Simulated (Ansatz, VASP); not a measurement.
# One calculation of I, two programs

```
I
1.0
     3.70633   -2.44199    0.00000
     3.70633    2.44199    0.00000
     0.00000    0.00000    9.98552
I
4
Direct
  0.64930 0.35070 0.38440
  0.14930 0.85070 0.11560
  0.35070 0.64930 0.61560
  0.85070 0.14930 0.88440
```

Change from the starting cell: volume scaled by 1.06.

Alike in both runs: task single point; functional LDA; k mesh 7 × 7 × 3; occupations fermi-dirac, width 0.05 eV; no spin polarisation.

|  | VASP | Ansatz |
| --- | --- | --- |
| version | VASP 6.6.1 | Ansatz 0.2.0 |
| potentials or method | VASP PAW LDA potentials, release 64 (I), cutoff 520 eV | all-electron LAPW, scalar-relativistic |

```csv
,VASP,Ansatz,Ansatz less VASP
gap on the k mesh at the Fermi level (eV),1.11,1.12,+0.009
least direct gap on the mesh (eV),1.17,1.18,+0.010
pressure (GPa),-2.1,-2.1,+0.02
largest component of the traceless stress (GPa),1.15,1.15,-0.001
rms of the force components (eV/Å),0.161,0.161,-0.0001
```

Atom by atom the forces differ by 0.000 eV/Å (rms over components). Ansatz ran all-electron here, so the differences hold the error of VASP's frozen core and of both bases.

Caveats: spin-orbit coupling is left out, which moves the levels of the heavy elements; an odd mesh through Γ misses points on the zone boundary, where band edges often lie.
